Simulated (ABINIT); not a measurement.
# Mn3Si (Fm-3m) in ABINIT: single point with LDA+U

Aim: the single point of Mn3Si with LDA+U.

Everything below comes from runs of ABINIT 10.8.3 (patched build). Logs are shortened: lines on timing, memory, paths and dates and some standing lists are left out, and cuts for length are marked. The log counts tension as positive stress, the text compression.

**1. The crystal as given**

Symmetry: Fm-3m, No. 225, cubic system. Conventional cell: a = 5.722 Å, b = 5.722 Å, c = 5.722 Å, α = 90.00°, β = 90.00°, γ = 90.00°. Mn (site symmetry -43m) is surrounded by 4 Mn at 2.48 Å and 4 Si at 2.48 Å. Mn (site symmetry m-3m) is surrounded by 8 Mn at 2.48 Å. Si (site symmetry m-3m) is surrounded by 8 Mn at 2.48 Å.

**2. Single point, LDA+U, collinear spin, antiferromagnetic start**

run.abi reads:

```
# Pseudopotentials
pp_dirpath "./"
pseudos "Mn.LDA_PW-JTH.xml, Si.LDA_PW-JTH.xml"

# Structure
acell 4.0460650019 4.0460650019 4.0460650019 Angstrom
rprim
     0.0000000000     0.7071067812     0.7071067812
     0.7071067812     0.0000000000     0.7071067812
     0.7071067812     0.7071067812     0.0000000000
ntypat 2
znucl 25 14
natom 4
typat 1 1 1 2
xred
     0.7500000000     0.7500000000     0.7500000000
     0.2500000000     0.2500000000     0.2500000000
     0.5000000000     0.5000000000     0.5000000000
     0.0000000000     0.0000000000     0.0000000000

# Plane-wave basis
ecut 22.0
pawecutdg 44.0

# k points
kptopt 1
ngkpt 6 6 6
nshiftk 1
shiftk 0.0 0.0 0.0

# Exchange and correlation
ixc 7

# Bands and occupations
nband 33
occopt 3
tsmear 0.05 eV

# Spin
nsppol 2
spinat
     0.0000000000     0.0000000000     4.0000000000
     0.0000000000     0.0000000000    -4.0000000000
     0.0000000000     0.0000000000     4.0000000000
     0.0000000000     0.0000000000     0.0000000000

# DFT+U
usepawu 1
lpawu 2 -1
upawu 5.0 0.0 eV
jpawu 0.0 0.0 eV

# SCF cycle
nstep 100
tolvrs 1.0e-9

# Output
iomode 3
prtwf 0
prtden 0
prteig 0
prtebands 0
enunit 1
```

Potentials or basis: JTH PAW LDA v2.0.

On the command line:

```bash
$ mpirun --bind-to none -np 4 abinit run.abi > log 2>&1
```

run.abo:

```text
.Version 10.8.3 of ABINIT
 Symmetries : space group F-4 3 m (#216); Bravais cF (face-center cubic)
================================================================================
 Values of the parameters that define the memory need of the present run
     intxc =       0    ionmov =       0      iscf =      17    lmnmax =      18
     lnmax =       6     mgfft =      36  mpssoang =       3    mqgrid =    3001
     natom =       4  nloc_mem =       2    nspden =       2   nspinor =       1
    nsppol =       2      nsym =      24    n1xccc =       1    ntypat =       2
    occopt =       3   xclevel =       1
       mpw =        1580          nfft =       46656          nkpt =          16
Pmy_natom=         1
 PAW method is used; the additional fine FFT grid is defined by:
   mgfftf=        48    nfftf =    110592
================================================================================
================================================================================

--------------------------------------------------------------------------------
------------- Echo of variables that govern the present computation ------------
--------------------------------------------------------------------------------
 -outvars: echo values of preprocessed input variables --------
            acell      7.6459547412E+00  7.6459547412E+00  7.6459547412E+00 Bohr
              amu      5.49380500E+01  2.80855000E+01
             ecut      2.20000000E+01 Hartree
           enunit           1
              ixc           7
         kptrlatt        6    0    0      0    6    0      0    0    6
          kptrlen      4.58757284E+01
            lpawu           2      -1
            natom           4
            nband          33
            ngfft          36      36      36
          ngfftdg          48      48      48
             nkpt          16
           nspden           2
           nsppol           2
            nstep         100
             nsym          24
           ntypat           2
           occopt           3
        pawecutdg      4.40000000E+01 Hartree
           prtden           0
        prtebands           0
           prteig           0
            prtwf           0
            rprim      0.0000000000E+00  7.0710678120E-01  7.0710678120E-01
                       7.0710678120E-01  0.0000000000E+00  7.0710678120E-01
                       7.0710678120E-01  7.0710678120E-01  0.0000000000E+00
          spgroup         216
           spinat      0.0000000000E+00  0.0000000000E+00  4.0000000000E+00
                       0.0000000000E+00  0.0000000000E+00 -4.0000000000E+00
                       0.0000000000E+00  0.0000000000E+00  4.0000000000E+00
                       0.0000000000E+00  0.0000000000E+00  0.0000000000E+00
           tolvrs      1.00000000E-09
           tsmear      1.83746611E-03 Hartree
            typat      1  1  1  2
            upawu      1.83746611E-01  0.00000000E+00 Hartree
          usepawu           1
           useylm           1
[... 275 lines left out ...]
 Fermi (or HOMO) energy (eV) =  11.35846   Average Vxc (eV)= -12.77129
 Eigenvalues (   eV  ) for nkpt=  16  k points, SPIN UP:
 kpt#   1, nband= 33, wtk=  0.00463, kpt=  0.0000  0.0000  0.0000 (reduced coord)
 -69.63765  -69.08850  -65.90207  -38.80554  -38.80554  -38.80554  -38.23764  -38.23764
 -38.23764  -35.14928  -35.14928  -35.14928   -0.93948    5.00616    5.00616    5.39195
   5.39195    5.39195    6.20897    6.20897    6.20897    7.99432    7.99432   10.74924
  10.74924   10.74924   13.36100   13.36100   13.44527   15.11183   15.11183   15.11183
  16.06518
 prteigrs : prtvol=0 or 1, do not print more k-points.

 Eigenvalues (   eV  ) for nkpt=  16  k points, SPIN DOWN:
 kpt#   1, nband= 33, wtk=  0.00463, kpt=  0.0000  0.0000  0.0000 (reduced coord)
 -69.63220  -65.61917  -65.31603  -38.77754  -38.77754  -38.77754  -34.91754  -34.91754
 -34.91754  -34.55673  -34.55673  -34.55673   -0.77576    5.36468    5.36468    5.36468
   6.02039    6.02039   10.22882   10.22882   10.22882   11.11392   11.11392   11.11392
  11.95453   11.95453   13.94333   15.28247   15.28247   15.64755   15.64755   15.64755
  18.24535
 prteigrs : prtvol=0 or 1, do not print more k-points.

--- !EnergyTerms
iteration_state     : {dtset: 1, }
comment             : Components of total free energy in Hartree
kinetic             :  4.03904011888330E+01
hartree             :  7.20199464200075E+01
xc                  : -1.37728455177419E+01
Ewald energy        : -2.17492316441341E+02
psp_core            :  1.42274279942232E+01
local_psp           : -1.91129730731767E+02
PAW spherical_terms : -2.26035701975161E+01
internal            : -3.18360687285302E+02
'-kT*entropy'       : -1.17134510777603E-03
total_energy        : -3.18361858630410E+02
total_energy_eV     : -8.66306750118047E+03
...

--- !EnergyTermsDC
iteration_state     : {dtset: 1, }
comment             : '"Double-counting" decomposition of free energy'
band_energy         : -3.31462838247041E+01
Ewald energy        : -2.17492316441341E+02
psp_core            :  1.42274279942232E+01
xc_dc               : -6.91512969855945E+01
PAW spherical_terms : -1.27982161234332E+01
internal            : -3.18360685380850E+02
'-kT*entropy'       : -1.17134510777603E-03
total_energy_dc     : -3.18361856725957E+02
total_energy_dc_eV  : -8.66306744935769E+03
...

--- !EnergyTermsWithPAWCore
iteration_state     : {dtset: 1, }
comment             : 'Components of total free energy, including PAW core contributions'
Total energy        : -3.75816189064408E+03
Total energy DC     : -3.75816188873962E+03
Total energy (eV)   : -1.02264794781242E+05
Total energy DC (eV): -1.02264794729419E+05
...

 Cartesian components of stress tensor (hartree/bohr^3)
  sigma(1 1)= -1.13390019E-03  sigma(3 2)=  0.00000000E+00
  sigma(2 2)= -1.13390019E-03  sigma(3 1)=  0.00000000E+00
  sigma(3 3)= -1.13390019E-03  sigma(2 1)=  0.00000000E+00

-Cartesian components of stress tensor (GPa)         [Pressure=  3.3360E+01 GPa]
- sigma(1 1)= -3.33604954E+01  sigma(3 2)=  0.00000000E+00
- sigma(2 2)= -3.33604954E+01  sigma(3 1)=  0.00000000E+00
- sigma(3 3)= -3.33604954E+01  sigma(2 1)=  0.00000000E+00

== END DATASET(S) ==============================================================
================================================================================

 -outvars: echo values of variables after computation  --------
            acell      7.6459547412E+00  7.6459547412E+00  7.6459547412E+00 Bohr
           etotal     -3.1836185673E+02
            fcart     -0.0000000000E+00 -0.0000000000E+00 -0.0000000000E+00
                      -0.0000000000E+00 -0.0000000000E+00 -0.0000000000E+00
                      -0.0000000000E+00 -0.0000000000E+00 -0.0000000000E+00
                      -0.0000000000E+00 -0.0000000000E+00 -0.0000000000E+00
            rprim      0.0000000000E+00  7.0710678120E-01  7.0710678120E-01
                       7.0710678120E-01  0.0000000000E+00  7.0710678120E-01
                       7.0710678120E-01  7.0710678120E-01  0.0000000000E+00
           strten     -1.1339001906E-03 -1.1339001906E-03 -1.1339001906E-03
                       0.0000000000E+00  0.0000000000E+00  0.0000000000E+00
           xangst      4.2915000000E+00  4.2915000000E+00  4.2915000000E+00
                       1.4305000000E+00  1.4305000000E+00  1.4305000000E+00
                       2.8610000000E+00  2.8610000000E+00  2.8610000000E+00
                       0.0000000000E+00  0.0000000000E+00  0.0000000000E+00
             xred      7.5000000000E-01  7.5000000000E-01  7.5000000000E-01
                       2.5000000000E-01  2.5000000000E-01  2.5000000000E-01
                       5.0000000000E-01  5.0000000000E-01  5.0000000000E-01
                       0.0000000000E+00  0.0000000000E+00  0.0000000000E+00
 Calculation completed.
```

It took 40 s on 4 MPI ranks of Arm Neoverse V2, shared host; peak memory 0.48 GiB.

What came out:

| Property | Result |
| --- | --- |
| Free energy | -8663.0674 eV |
| Band gap on the k mesh | none (metal or under the smearing width) |
| Net moment | 3.96 μB per cell |
| Site moments | Mn +3.54, -3.52, +3.78; Si -0.00 μB |
| Valence electrons inside the program's atomic spheres | Mn 13.40, 13.35, 13.34; Si 1.63 |

Levels at points of the mesh, in eV from the Fermi level:
Spin up:
```csv
k point,band 23,band 24,band 25,band 26,band 27,band 28,band 29,band 30
"(0.00, 0.00, 0.00)",-3.36,-0.61,-0.61,-0.61,2.00,2.00,2.09,3.75
"(0.50, 0.00, 0.00)",-3.68,-3.28,-1.29,-1.29,0.21,1.02,1.02,2.92
"(0.50, 0.50, 0.00)",-3.86,-3.08,-3.08,-2.94,-0.92,1.16,1.16,1.68
```
Spin down:
```
           k point  band 20  band 21  band 22  band 23  band 24  band 25
(0.00, 0.00, 0.00)    -1.13    -1.13    -0.24    -0.24    -0.24     0.60
(0.50, 0.00, 0.00)    -2.65    -2.65    -0.33     0.08     0.08     1.55
(0.50, 0.50, 0.00)    -3.29    -3.29    -0.88    -0.78     0.43     0.43
```

Eigenvalues of the final occupation matrices:
| site | spin | trace | eigenvalues |
| --- | --- | --- | --- |
| atom 1 | 1 | 4.19 | 0.83 0.83 0.85 0.85 0.85 |
| atom 1 | 2 | 0.68 | 0.09 0.09 0.17 0.17 0.17 |
| atom 2 | 1 | 0.69 | 0.08 0.08 0.17 0.17 0.17 |
| atom 2 | 2 | 4.14 | 0.81 0.81 0.84 0.84 0.84 |
| atom 3 | 1 | 4.28 | 0.83 0.83 0.83 0.89 0.89 |
| atom 3 | 2 | 0.53 | 0.06 0.06 0.14 0.14 0.14 |

Caveat: the cutoff is too short for stress, so the log's stress isn't used; the U is typed as a test and isn't derived for this compound. The state reached can hang on the start; a lower one may exist.
